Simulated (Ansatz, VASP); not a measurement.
# MgI2 (1T-MgI2, 1 layer): VASP beside Ansatz, part 2 of 2

Aim: how closely do two programs agree when they are given the same cell, functional and k mesh? Of the first pair: The structure shown is the start of the Ansatz relaxation below; VASP solves that cell, so the two are compared at the walk's first step.

VASP 6.6.1 and Ansatz 0.2.0.

So far: Set-up; Ansatz: relaxation, PBE; VASP: single point, PBE, start cell, pair 1.

## Step 4: Comparison

Known differences besides the potentials themselves: the data sets hold 44 valence electrons in Ansatz (on its default PAW (the set named soft_2) files) and 16 in VASP; the cutoff is 420 eV in Ansatz and 520 eV in VASP. Total energies have different zeros and are not compared.

Forces (eV/Å; atoms numbered as in POSCAR):

```csv
atom,"Ansatz x, y, z","VASP x, y, z"
I1,"0.000, 0.000, -2.409","0.000, 0.000, -2.403"
I2,"0.000, 0.000, 2.409","0.000, 0.000, 2.403"
Mg3,"0.000, 0.000, 0.000","0.000, 0.000, 0.000"
```

The forces differ by 2.8 meV/Å r.m.s., which is 0.2 % of the r.m.s. force of 1.133 eV/Å (both taken over all components). With vacuum in the cell, a pressure given here is an average over mostly empty space and none of the material.

## Step 5: Ansatz: relaxation, PBE

This run makes the geometry at which the two programs are then compared.

The structure compared here is the end of the Ansatz relaxation.

input.yaml reads:

```yaml
crystal:
  lattice:
    - [4.2, 0.0, 0.0]
    - [-2.1, 3.6373066959, 0.0]
    - [0.0, 0.0, 17.5921035859]
  atoms:
    - { symbol: I, position: [0.6666666667, 0.3333333333, 0.4263276397] }
    - { symbol: Mg, position: [0.0, 0.0, 0.5] }
    - { symbol: I, position: [0.3333333333, 0.6666666667, 0.5736723603] }
kpoints:
  mp_grid: { grid: [6, 6, 1] }
hamiltonian:
  xc: pbe
scf:
  occupations: { method: fermi_dirac, width: 0.05 }
  convergence: { dr2_threshold: 1.0e-08 }
efield:
  axis: 3
  dipole_correction: true
  ramp_position: 0.97
  ramp_width: 0.04
relax:
  f_tol: 0.01
  cell: { fix: [c, alpha, beta] }
output:
  write_potential: true
  write_density: true
  volumetric_format: npy
```

On the command line:

```console
> ansatz run input.yaml --threads 4 --pin off --max-ram 8192MiB --backend cpu --events-out ev --progress --plain --runs-dir out
```

Numbers of over 12 decimals in the logs are rounded to 6 here.

The log of the run:

```text
[...]
Crystal: 3 atoms, lattice volume = 268.749 Å³
Basis set: ecut = 420 eV, 5165 PW (Γ), exchange–correlation on 60×60×240 points (8 copies of the dense FFT grid, shifted against one another)
[...]
--- Relaxed structure (5 steps of the walk, 5 accepted, 1 SCFs on fresh bases) ---
[...]
cell:  # Å, volume = 269.1521 Å³
    - [4.203148, 0, 0]
    - [-2.101574, 3.640033, 0]
    - [0, 0, 17.5921035859]
  atoms:
    - { symbol: I, position: [0.666667, 0.333333, 0.404851] }
    - { symbol: Mg, position: [0, 0, 0.500000] }
    - { symbol: I, position: [0.333333, 0.666667, 0.595149] }
[key lines of the parts left out:]
SCF converged after 4 iterations
Free energy (F): -16952.814713 eV
Fermi energy:    -0.354345 eV
Dipole field:    D = -0.000012 V/Å  (p = -0.000017 e·Å, saw-weighted, corrected)
Work function:   Φ+ = 4.6332 eV   Φ− = 4.6330 eV
P = ⅓ Tr σ = 0.0124 GPa (0.124 kbar)
```

## Step 6: VASP: single point, PBE, relaxed cell, pair 2

The same cell, functional, mesh and smearing now go to VASP, with its own data sets.

INCAR reads:

```
SYSTEM = MgI2
PREC = Accurate
ENCUT = 600
EDIFF = 1E-06
NELM = 120
ISMEAR = -1
SIGMA = 0.05
LREAL = .FALSE.
ALGO = Normal
GGA = PE
NBANDS = 14
LORBIT = 11
LWAVE = .FALSE.
LCHARG = .FALSE.
ISIF = 2
LDIPOL = .TRUE.
IDIPOL = 3
DIPOL = 0.5 0.5 0.5
LVHAR = .TRUE.
LASPH = .TRUE.
GGA_COMPAT = .FALSE.
EFERMI = MIDGAP
NELMDL = -8
```

POSCAR reads:

```
MgI2
1.0
    4.2031477335      0.0000000000      0.0000000000
   -2.1015738668      3.6400327131      0.0000000000
    0.0000000000      0.0000000000     17.5921035859
I Mg
2 1
Direct
    0.6666666667      0.3333333333      0.4048508342
    0.3333333333      0.6666666667      0.5951491658
    0.0000000000      0.0000000000      0.5000000000
```

KPOINTS reads:

```
Automatic mesh
0
Gamma
6 6 1
0 0 0
```

The projector-augmented-wave data sets are I and Mg (PBE family, release 64).

On the command line:

```console
> mpirun -np 1 vasp_std
```

The log of the run:

```text
[... set-up lines as in an earlier step ...]
 entering main loop
       N       E                     dE             d eps       ncg     rms          rms(c)
DAV:   1     0.108026005864E+03    0.10803E+03   -0.49188E+03   196   0.880E+02
DAV:   2     0.484365181242E+01   -0.10318E+03   -0.96958E+02   350   0.129E+02
DAV:   3    -0.752473046226E+01   -0.12368E+02   -0.12275E+02   250   0.548E+01
DAV:   4    -0.789306356497E+01   -0.36833E+00   -0.36804E+00   250   0.117E+01
[...]
DAV:  21    -0.773224167711E+01   -0.14321E-05   -0.28907E-08   206   0.943E-04    0.714E-04
DAV:  22    -0.773224314612E+01   -0.14690E-05   -0.33388E-08   182   0.785E-04    0.426E-04
DAV:  23    -0.773224377380E+01   -0.62768E-06   -0.67787E-09   188   0.349E-04
   1 F= -.77322438E+01 E0= -.77322438E+01  d E =-.939366E-16
```

OUTCAR, selected parts (step 6):

```text
  Total       -0.0131902     -0.0131902     -0.0292221      0.0000000      0.0000000     -0.0000000
  in kB       -0.0785172     -0.0785172     -0.1739498      0.0000000      0.0000000     -0.0000000
  external PRESSURE =      -0.1103281 kB  Pullay stress =       0.0000000 kB

 POSITION                                       TOTAL-FORCE (eV/Angst)
 -----------------------------------------------------------------------------------
      2.10157      1.21334      7.12218        -0.000000      0.000000      0.008002
     -0.00000      2.42669     10.46993         0.000000     -0.000000     -0.008002
      0.00000      0.00000      8.79605        -0.000000      0.000000      0.000000
 -----------------------------------------------------------------------------------
    total drift:                               -0.000000     -0.000000     -0.000000

  FREE ENERGIE OF THE ION-ELECTRON SYSTEM (eV)
  ---------------------------------------------------
  free  energy   TOTEN  =        -7.7322437738 eV

  energy  without entropy=       -7.7322437738  energy(sigma->0) =       -7.73224377

[... 1 part as in an earlier step ...]

[... 2 further parts left out ...]
[key lines of the parts left out:]
E-fermi :  -1.3583
```

## Step 7: Side by side

What differs besides the data sets and the points named for the pairs above, as far as they apply: the data sets hold 44 valence electrons in Ansatz (on its default PAW (the set named soft_2) files) and 16 in VASP; the cutoff is 420 eV in Ansatz and 600 eV in VASP; Ansatz's pressure holds a Pulay correction, VASP's none. Total energies have different zeros and are not compared.

The two programs side by side:

| quantity | Ansatz | VASP | difference |
| --- | --- | --- | --- |
| pressure (GPa) | 0.01 | -0.01 | +0.02 |
| gap on the k mesh (eV) | 3.657 | 3.640 | +0.017 |

At this near-relaxed geometry the largest component of a force difference is 10 meV/Å. A gap on the mesh is an upper bound, since the band edges may lie between its points. With vacuum in the cell, a pressure given here is an average over mostly empty space and none of the material.

## Step 8: Summary of results

```json
{
  "r.m.s. force difference (single point, PBE, start cell, pair 1)": "0.25 % of the r.m.s. force",
  "difference in gap on the k mesh (single point, PBE, relaxed cell, pair 2)": "0.017 eV"
}
```

In words: The difference in gap on the k mesh is 0.017 eV (single point, PBE, relaxed cell, pair 2), within the 0.08 eV picked in this series as the mark of a large difference. The data sets hold unlike numbers of valence electrons (44 in Ansatz and 16 in VASP), so part of the differences comes from the potentials. Such differences can come from data sets, numerical settings and the points named under the comparisons, not from the functional's error against experiment.

[Lines on the potential files, build, host, timing and source positions are cut from VASP's logs without a mark.]

[Logs are printed without paths, hosts, clocks, repeated set-up lines and the standing remarks that a program may print on its own settings, such as how far it seeks lower states.]

[Hosts, paths, dates, database ids (printed as entryN), source tags and the programs' standing remarks are cut or masked in the printed files.]
